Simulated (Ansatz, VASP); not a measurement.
## Two plane-wave programs on SiC

```xyz
2
Lattice="0.0088 2.1760 2.1760 2.1760 0.0088 2.1760 2.1760 2.1760 0.0088" Properties=species:S:1:pos:R:3 pbc="T T T"
Si    0.0008    0.0008    0.0008
C     1.0894    1.0894    1.0894
```

Change from the starting cell: epitaxial_111 strain -0.5%.

Alike in both runs: task single point; functional r2SCAN; k mesh 10 × 10 × 10; no spin polarisation.

|  | VASP | Ansatz |
| --- | --- | --- |
| version | VASP 6.6.1 | Ansatz 0.2.0 |
| potentials or method | VASP PAW PBE potentials, release 64 (Si, C) | plane waves, PAW |
| plane-wave cutoff (eV) | 520 | 500 |
| occupations | gaussian, width 0.01 eV | fixed |
| valence electrons in the cell | 8 | 8 |

|  | VASP | Ansatz | Ansatz less VASP |
| --- | --- | --- | --- |
| gap on the k mesh at the Fermi level (eV) | 1.70 | 1.69 | -0.011 |
| pressure (GPa) | 1.9 | 2.1 | +0.18 |
| largest component of the traceless stress (GPa) | 1.08 | 1.08 | -0.006 |

Caveats: the PAW data sets were made with another functional, which shifts forces and pressure a little (VASP). A k mesh can miss the band edges.
